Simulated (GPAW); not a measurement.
# CsPbCl3 (Pm-3m) in GPAW: a series of runs

One crystal, CsPbCl3, is run at these levels: PBEsol, PBEsol+D3, PBEsol+D3(BJ); tasks: relaxation of cell and atoms.

All numbers are computed with GPAW 26.7.0; they aren't measurements. Logs are shortened: lines on timing, memory, paths and dates and some standing lists are left out, and cuts for length are marked. The log counts tension as positive stress, the text compression.

## Step 1: Starting point

It takes space group Pm-3m (No. 221, cubic). Conventional cell: a = 5.605 Å, b = 5.605 Å, c = 5.605 Å, α = 90.00°, β = 90.00°, γ = 90.00°. Pb (site symmetry m-3m) is surrounded by 6 Cl at 2.80 Å. Cs (site symmetry m-3m) has 12 Cl at 3.96 Å as nearest neighbours. Around Cl (site symmetry 4/mmm) lie 2 Pb at 2.80 Å.

## Step 2: Relaxation of cell and atoms, PBEsol

File run.py:

```python
from ase import Atoms
from ase.filters import FrechetCellFilter
from ase.io import write
from ase.optimize import BFGS
from gpaw import GPAW, PW, setup_paths

setup_paths.insert(0, '.')

atoms = Atoms(['Pb', 'Cs', 'Cl', 'Cl', 'Cl'],
              cell=[[5.605, 0.0, 0.0],
                    [0.0, 5.605, 0.0],
                    [0.0, 0.0, 5.605]],
              scaled_positions=[[0.5, 0.5, 0.5],
                                [0.0, 0.0, 0.0],
                                [0.5, 0.0, 0.5],
                                [0.0, 0.5, 0.5],
                                [0.5, 0.5, 0.0]],
              pbc=True)

calc = GPAW(mode=PW(600),
            xc='PBEsol',
            kpts={'size': (5, 5, 5), 'gamma': True},
            occupations={'name': 'fermi-dirac', 'width': 0.05},
            nbands=37,
            convergence={'density': 1e-05, 'forces': 0.0001},
            maxiter=150,
            txt='gpaw.txt')
atoms.calc = calc
opt = BFGS(FrechetCellFilter(atoms), trajectory='relax.traj', logfile='-')
done = opt.run(fmax=0.02, steps=60)
calc.write('gs.gpw')
write('result.traj', atoms)
print('Converged:', done)
print('Cell:', atoms.cell.cellpar().round(4))
print('Volume:', round(atoms.get_volume(), 4))
print(atoms.get_scaled_positions().round(5))
```

Potentials or basis: PAW data sets generated in the run's folder for this functional, pw.

Launch:

```
$ gpaw-setup -f PBEsol Cl Cs Pb
$ OMP_NUM_THREADS=1 python run.py
```

gpaw.txt:

```text
__  _  _
 | _ |_)|_||  |
 |__||  | ||/\| - 26.7.0

Input parameters:
  mode=PW(ecut=600.0),
  convergence={'density': 1e-05, 'forces': 0.0001},
  kpts=MonkhorstPack(size=(5, 5, 5), gamma=True),
  maxiter=150,
  nbands=37,
  occupations=Occupations(name='fermi-dirac', width=0.05),
  xc=XC(name='PBEsol')

Diagonalizing LCAO Hamiltonian
Converting LCAO to pw mode
    .-------------.
   /|             |
  / |             |
 *  |             |
 |  |             |
 | Cl    Pb       |
 |  |   Cl        |
 |  .-------------.
 | /     Cl      /
 |/             /
 Cs------------*

Atoms  # Å, Bohr magnetons
|   | symbol |        x |        y |        z |    initial magnetic moments |
|---|--------|----------|----------|----------|-----------------------------|
| 0 |     Pb | 2.802500 | 2.802500 | 2.802500 | ( 0.0000,  0.0000,  0.0000) |
| 1 |     Cs | 0.000000 | 0.000000 | 0.000000 | ( 0.0000,  0.0000,  0.0000) |
| 2 |     Cl | 2.802500 | 0.000000 | 2.802500 | ( 0.0000,  0.0000,  0.0000) |
| 3 |     Cl | 0.000000 | 2.802500 | 2.802500 | ( 0.0000,  0.0000,  0.0000) |
| 4 |     Cl | 2.802500 | 2.802500 | 0.000000 | ( 0.0000,  0.0000,  0.0000) |

Unit cell  # Å
| periodic |        x |        y |        z |  lengths |    angles |
|----------|----------|----------|----------|----------|-----------|
|      yes | 5.605000 | 0.000000 | 0.000000 | 5.605000 | 90.000000 |
|      yes | 0.000000 | 5.605000 | 0.000000 | 5.605000 | 90.000000 |
|      yes | 0.000000 | 0.000000 | 5.605000 | 5.605000 | 90.000000 |

Number of symmetries: 48
Symmetry operations  # r_c * U_cc + t_c -> r_c
|    | kind |            matrix            |
|----|------|------------------------------|
|  0 |  E   |  1, 0, 0,  0, 1, 0,  0, 0, 1 |
|  1 |  σ   |  1, 0, 0,  0, 1, 0,  0, 0,-1 |
|  2 |  σ   |  1, 0, 0,  0, 0, 1,  0, 1, 0 |
|  3 |  C4  |  1, 0, 0,  0, 0, 1,  0,-1, 0 |
|  4 |  C4  |  1, 0, 0,  0, 0,-1,  0, 1, 0 |
|  5 |  σ   |  1, 0, 0,  0, 0,-1,  0,-1, 0 |
|  6 |  σ   |  1, 0, 0,  0,-1, 0,  0, 0, 1 |
|  7 |  C2  |  1, 0, 0,  0,-1, 0,  0, 0,-1 |
|  8 |  σ   |  0, 1, 0,  1, 0, 0,  0, 0, 1 |
|  9 |  C2  |  0, 1, 0,  1, 0, 0,  0, 0,-1 |
| 10 |  C3  |  0, 1, 0,  0, 0, 1,  1, 0, 0 |
| 11 |  S6  |  0, 1, 0,  0, 0, 1, -1, 0, 0 |
| 12 |  S6  |  0, 1, 0,  0, 0,-1,  1, 0, 0 |
| 13 |  C3  |  0, 1, 0,  0, 0,-1, -1, 0, 0 |
| 14 |  C4  |  0, 1, 0, -1, 0, 0,  0, 0, 1 |
| 15 |  S4  |  0, 1, 0, -1, 0, 0,  0, 0,-1 |
| 16 |  C3  |  0, 0, 1,  1, 0, 0,  0, 1, 0 |
| 17 |  S6  |  0, 0, 1,  1, 0, 0,  0,-1, 0 |
| 18 |  σ   |  0, 0, 1,  0, 1, 0,  1, 0, 0 |
| 19 |  C4  |  0, 0, 1,  0, 1, 0, -1, 0, 0 |
| 20 |  C2  |  0, 0, 1,  0,-1, 0,  1, 0, 0 |
| 21 |  S4  |  0, 0, 1,  0,-1, 0, -1, 0, 0 |
| 22 |  S6  |  0, 0, 1, -1, 0, 0,  0, 1, 0 |
| 23 |  C3  |  0, 0, 1, -1, 0, 0,  0,-1, 0 |
| 24 |  S6  |  0, 0,-1,  1, 0, 0,  0, 1, 0 |
| 25 |  C3  |  0, 0,-1,  1, 0, 0,  0,-1, 0 |
| 26 |  C4  |  0, 0,-1,  0, 1, 0,  1, 0, 0 |
| 27 |  σ   |  0, 0,-1,  0, 1, 0, -1, 0, 0 |
| 28 |  S4  |  0, 0,-1,  0,-1, 0,  1, 0, 0 |
| 29 |  C2  |  0, 0,-1,  0,-1, 0, -1, 0, 0 |
| 30 |  C3  |  0, 0,-1, -1, 0, 0,  0, 1, 0 |
| 31 |  S6  |  0, 0,-1, -1, 0, 0,  0,-1, 0 |
| 32 |  C4  |  0,-1, 0,  1, 0, 0,  0, 0, 1 |
| 33 |  S4  |  0,-1, 0,  1, 0, 0,  0, 0,-1 |
| 34 |  S6  |  0,-1, 0,  0, 0, 1,  1, 0, 0 |
| 35 |  C3  |  0,-1, 0,  0, 0, 1, -1, 0, 0 |
| 36 |  C3  |  0,-1, 0,  0, 0,-1,  1, 0, 0 |
| 37 |  S6  |  0,-1, 0,  0, 0,-1, -1, 0, 0 |
| 38 |  σ   |  0,-1, 0, -1, 0, 0,  0, 0, 1 |
| 39 |  C2  |  0,-1, 0, -1, 0, 0,  0, 0,-1 |
| 40 |  σ   | -1, 0, 0,  0, 1, 0,  0, 0, 1 |
| 41 |  C2  | -1, 0, 0,  0, 1, 0,  0, 0,-1 |
| 42 |  C2  | -1, 0, 0,  0, 0, 1,  0, 1, 0 |
| 43 |  S4  | -1, 0, 0,  0, 0, 1,  0,-1, 0 |
| 44 |  S4  | -1, 0, 0,  0, 0,-1,  0, 1, 0 |
| 45 |  C2  | -1, 0, 0,  0, 0,-1,  0,-1, 0 |
| 46 |  C2  | -1, 0, 0,  0,-1, 0,  0, 0, 1 |
| 47 |  i   | -1, 0, 0,  0,-1, 0,  0, 0,-1 |

BZ-sampling:
  Number of BZ points: 125
  Number of IBZ points: 10

  Monkhorst-Pack size: [5, 5, 5]
  Monkhorst-Pack shift: [0, 0, 0]

K-points  # in reciprocal-cell coordinates
|   |                                coordinates |     weight |
|---|--------------------------------------------|------------|
| 0 | (  0.00000000,   0.00000000,   0.00000000) | 0.00800000 |
| 1 | (  0.20000000,   0.00000000,   0.00000000) | 0.04800000 |
| 2 | (  0.20000000,   0.20000000,   0.00000000) | 0.09600000 |
| 3 | (  0.20000000,   0.20000000,   0.20000000) | 0.06400000 |
| 4 | (  0.40000000,   0.00000000,   0.00000000) | 0.04800000 |
| 5 | (  0.40000000,   0.20000000,   0.00000000) | 0.19200000 |
| 6 | (  0.40000000,   0.20000000,   0.20000000) | 0.19200000 |
| 7 | (  0.40000000,   0.40000000,   0.00000000) | 0.09600000 |
| 8 | (  0.40000000,   0.40000000,   0.20000000) | 0.19200000 |
| 9 | (  0.40000000,   0.40000000,   0.40000000) | 0.06400000 |

Plane wave coefficients: 5896
Cutoff: 600.0 eV

Spin-components: 1 (collinear spins)
Bands:           37
Projectors:      26
Spin-degeneracy: 2
Datatype:        complex128

Parallelization:
  kpt:    1
  domain: 1
  band:   1

Density:
  Valence electrons: 44.0
  Components: 1
  Grid points: [32 32 32]
  Charge: 0.0  # |e|

Potential:
  Grid points: [32 32 32]

species:
  Pb:
    name:    Lead
    Z:       82.0
    valence: 14
    core:    68
    charge:  0.0  # [|e|]
    compensation charges:
      type: gauss
      rc: 0.38  # [Å]
      lmax: 2
    cutoffs:
      filter: 2.36  # [Å]
      core: 2.43  # [Å]
    projectors
    | kind |    occ | energy [eV] | rcut [Å] |
    |------|--------|-------------|----------|
    |   6s |  2.000 |     -12.024 |    1.259 |
    |   6p |  2.000 |      -3.525 |    1.275 |
    |   5d | 10.000 |     -21.194 |    1.217 |
    |    s |        |      15.187 |    1.259 |
    |    p |        |      23.686 |    1.275 |
    |    d |        |       6.017 |    1.217 |

    Using partial waves for Pb as LCAO basis

  Cs:
    name:    Caesium
    Z:       55.0
    valence: 9
    core:    46
    charge:  0.0  # [|e|]
    compensation charges:
      type: gauss
      rc: 0.33  # [Å]
      lmax: 2
    cutoffs:
      filter: 2.06  # [Å]
      core: 2.51  # [Å]
    projectors
    | kind |    occ | energy [eV] | rcut [Å] |
    |------|--------|-------------|----------|
    |   5s |  2.000 |     -26.762 |    1.164 |
    |   6s |  1.000 |      -2.083 |    1.164 |
    |   5p |  6.000 |     -13.550 |    1.058 |
    |    p |        |      13.661 |    1.058 |
    |    d |        |       0.000 |    1.058 |

    Using partial waves for Cs as LCAO basis

  Cl:
    name:    Chlorine
    Z:       17.0
    valence: 7
    core:    10
    charge:  0.0  # [|e|]
    compensation charges:
      type: gauss
      rc: 0.25  # [Å]
      lmax: 2
    cutoffs:
      filter: 1.40  # [Å]
      core: 1.49  # [Å]
    projectors
    | kind |    occ | energy [eV] | rcut [Å] |
    |------|--------|-------------|----------|
    |   3s |  2.000 |     -20.615 |    0.794 |
    |   3p |  5.000 |      -8.561 |    0.794 |
    |    s |        |       6.597 |    0.794 |
    |    p |        |      18.651 |    0.794 |
    |    d |        |       0.000 |    0.794 |

    Using partial waves for Cl as LCAO basis

Reference energy: -816446.376281  # eV

eigensolver:
  PPCG
  Converge bands: occupied
  niter=2

density mixing:
  MSR1-Mixer
  Pratt-step length: 0.05
  Maximum mixing coefficient: 0.75
  Old densities: 10
  SVD Regularization: 0.005
  Good broyden scale: 1.0
  Trust region scale: 1.0
  Backstep threshold: 4.0
  History deletion threshold: 6.0
  Fourier metric: weight=20.0, sigma=0.015

occupation numbers:
  Fermi-Dirac:
    width: 0.0500  # eV

poisson solver:
  ecut: 4800.0  # eV

xc functional:
  name: PBEsol with 2 nearest neighbor stencil

convergence criteria:
- Maximum integral of absolute [dens]ity change: 1e-05 electrons / valence electron
- Maximum change in the atomic [forces] across last 2 cycles: 0.0001 eV/Ang OR
Maximum error relative to the maximum force is below inf
- Maximum [total energy] change in last 3 cyles: 0.0005 eV / valence electron
- Maximum integral of absolute [eigenst]ate change: 4e-08 eV^2 / valence electron
maximum number of iterations: 150

SCF iterations
|iter     | |      energy | eigst |  dens |force |
|---------|-|-------------|-------|-------|------|
|iter:   1| |  -19.141151 | -0.05 |       |      |
|iter:   2| |  -19.051389 | -1.72 | -1.27 |      |
|iter:   3| |  -18.540234 | -1.83 | -1.32 |      |
|iter:   4| |  -18.524243 | -3.07 | -1.78 |      |
|iter:   5| |  -18.526459c| -4.12 | -2.24 |      |
|iter:   6| |  -18.526723c| -4.96 | -2.92 |      |
|iter:   7| |  -18.526741c| -6.20 | -3.54 |      |
|iter:   8| |  -18.526745c| -7.11 | -3.98 |      |
|iter:   9| |  -18.526745c| -7.47c| -4.84 |      |
|iter:  10| |  -18.526745c| -8.05c| -5.51c|      |
|iter:  11| |  -18.526745c| -8.65c| -5.98c|-22.24c|

Converged in 11 steps
Energy contributions relative to reference atoms: (reference = -816446.376281)

Energy contributions:
  Kinetic:          26.250391
  Coulomb:         -27.302392
  Zero:             -0.012423
  External:          0.000000
  Xc:              -17.462321
  Entropy:          -0.000000
  Spinorbit:         0.000000
  ----------------------------
  Free energy:     -18.526745
  Extrapolated:    -18.526745

dipole moment: (-52.530260, -52.530260, -52.530260)  # |e|*Ang

Fermi level: 4.038
Eigenvalues  # (at kpt = [0.000, 0.000, 0.000])
| band index |      eig [eV] | occ [0-2] |
|------------|---------------|-----------|
|          0 |       -18.374 |     2.000 |
|        ... |               |           |
|         14 |        -1.776 |     2.000 |
|         15 |        -1.776 |     2.000 |
|         16 |         0.311 |     2.000 |
|         17 |         0.311 |     2.000 |
|         18 |         0.311 |     2.000 |
|         19 |         0.418 |     2.000 |
|         20 |         0.418 |     2.000 |
|         21 |         0.418 |     2.000 |
|         22 |         6.166 |     0.000 |
|         23 |         7.155 |     0.000 |
|         24 |         7.155 |     0.000 |
|         25 |         8.045 |     0.000 |
|         26 |         8.045 |     0.000 |
|         27 |         8.045 |     0.000 |
|         28 |         9.033 |     0.000 |
|         29 |         9.033 |     0.000 |
|        ... |               |           |
|         36 |        13.500 |     0.000 |

Gap: 2.806 eV
Transition (v -> c):
  (s=0, k=9, n=21, [0.40, 0.40, 0.40]) -> (s=0, k=9, n=22, [0.40, 0.40, 0.40])
No difference between direct/indirect transitions

Stress tensor  # eV/Ang^3
|         x |         y |         z |
|-----------|-----------|-----------|
| -0.000099 |  0.000000 |  0.000000 |
|  0.000000 | -0.000099 |  0.000000 |
|  0.000000 |  0.000000 | -0.000099 |

Forces  # eV/Ang
|        x |        y |        z |
|----------|----------|----------|
| -0.00000 |  0.00000 |  0.00000 |  # Pb   0
| -0.00000 | -0.00000 | -0.00000 |  # Cs   1
|  0.00000 | -0.00000 | -0.00000 |  # Cl   2
| -0.00000 |  0.00000 |  0.00000 |  # Cl   3
| -0.00000 | -0.00000 |  0.00000 |  # Cl   4

# Writing to gs.gpw (mode='')
```

It took 73 s on 1 thread of Intel Xeon at 2.50GHz (Skylake/Cascade Lake), shared host; peak memory 0.24 GiB.

Results:

```
Free energy             : -18.5267 eV
Pressure after relaxing : 0.0 GPa
Band gap on the k mesh  : 2.81 eV, direct
```

Final structure:
```
Pb Cs Cl
1.0
     5.60500    0.00000    0.00000
     0.00000    5.60500    0.00000
     0.00000    0.00000    5.60500
Pb Cs Cl
1 1 3
Direct
  0.50000 0.50000 0.50000
  0.00000 0.00000 0.00000
  0.50000 0.00000 0.50000
  0.00000 0.50000 0.50000
  0.50000 0.50000 0.00000
```

Levels at points of the mesh, in eV from the valence-band top:
```csv
k point,band 19,band 20,band 21,band 22,band 23,band 24,band 25,band 26
"(0.00, 0.00, 0.00)",-2.05,-1.94,-1.94,-1.94,3.81,4.80,4.80,5.69
```

Caveat: the relaxation stopped at its first step, so nothing moved; later steps reuse the first step's grids; spin-orbit coupling is left out, which as a rule narrows the gap of such compounds by several tenths of an eV; an odd mesh through Γ misses points on the zone boundary, where band edges often lie.

(Continued in part 2 of 2.)
